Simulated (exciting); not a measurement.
BN:

```
CELL_PARAMETERS angstrom
0.00000 1.81300 1.81300
1.81300 0.00000 1.81300
1.81300 1.81300 0.00000
ATOMIC_POSITIONS crystal
N 0.25000 0.25000 0.25000
B 0.00000 0.00000 0.00000
```

The cell is a database's computed one.

Base run:

| Item | Value |
| --- | --- |
| Program | exciting (release sodium) |
| Functional | revPBE |
| Potentials or basis | all-electron LAPW+lo, shipped species files, valence relativity iora* |
| rgkmax | 7.5 |
| k mesh | 13 × 13 × 13 |
| Occupations | fermi-dirac, width 0.05 eV |
| Spin | no spin polarisation |

Its results: band gap on the k mesh 4.56 eV, indirect (least direct gap 8.83 eV).

Q: The run is repeated on the same cell with these changes: functional from revPBE to PBEsol. What comes out?

A: Band gap on the k mesh 4.35 eV, indirect (least direct gap 8.72 eV).

A k mesh can miss the band edges.

Not every run made on this cell is shown here.
